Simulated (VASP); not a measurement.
A calculation with VASP 6.6.1 of Sc (native input, structure from a POSCAR):

File INCAR:

```
SYSTEM = Sc
  PREC = Accurate
  ENCUT = 550
  EDIFF = 1E-6
  ISMEAR = 0
  SIGMA = 0.02
  LREAL = .False.
  LASPH = .True.
  NELM = 80
  ALGO = Fast
  ISIF = 2
  LWAVE = .False.
  LCHARG = .False.
  GGA = PE
  NBANDS = 12
```

The input KPOINTS:

```
regular mesh
0
Gamma
  10 10 10
  0 0 0
```

The input POSCAR:

```
Sc
3.2096
   -0.597334710213      0.597334710213      0.535145500997
    0.597334710213     -0.597334710213      0.535145500997
    0.597334710213      0.597334710213     -0.535145500997
Sc
1
Direct
    0.0000000000      0.0000000000      0.0000000000
```

Potentials or basis: VASP PAW PBE potentials, release 64 (Sc_sv_GW).

Run with:

```bash
$ cat potpaw_PBE.64/Sc_sv_GW/POTCAR > POTCAR
$ mpirun -np 1 vasp_std > vasp.out
```

This isn't the form of Sc at room conditions, which is hcp.

Question: Write the same calculation in another form: ASE script, structure typed inline.

Answer: As run:

File run.py:

```python
from ase import Atoms
from ase.calculators.vasp import Vasp
from ase.dft.bandgap import bandgap

atoms = Atoms(
    ['Sc'],
    cell=[[-1.9172054859, 1.9172054859, 1.717603], [1.9172054859, -1.9172054859, 1.717603], [1.9172054859, 1.9172054859, -1.717603]],
    scaled_positions=[[0.0, 0.0, 0.0]],
    pbc=True,
)
calc = Vasp(
    directory='calc',
    xc='pbe',
    pp='PBE',
    setups='gw',
    prec='Accurate',
    encut=550,
    ediff=1e-06,
    ismear=0,
    sigma=0.02,
    lreal=False,
    lasph=True,
    nelm=100,
    algo='Normal',
    isif=2,
    lwave=False,
    lcharg=True,
    lelf=True,
    lvhar=True,
    kpts=[10, 10, 10],
    gamma=True,
    nbands=12,
)
atoms.calc = calc

print('energy (eV):', atoms.get_potential_energy())
print('free energy (eV):', atoms.get_potential_energy(force_consistent=True))
print('forces (eV/A):')
print(atoms.get_forces())
print('stress (eV/A^3, Voigt):', atoms.get_stress())
print('Fermi level (eV):', calc.get_fermi_level())
gap, top, bottom = bandgap(calc)
print('band gap (eV):', gap, 'from (spin, k, band)', top, 'to', bottom)
```

Potentials or basis: VASP PAW PBE potentials, release 64 (Sc_sv_GW).

Launch:

```console
$ python run.py
```

Both were run:

|  | native input, structure from a POSCAR | ASE script, structure typed inline |
| --- | --- | --- |
| Pressure | -1.5 GPa | -1.5 GPa |
| Band gap on the k mesh | none (metal or under the smearing width) | none (metal or under the smearing width) |

Keys that steer only the numerical path or the files written may differ.
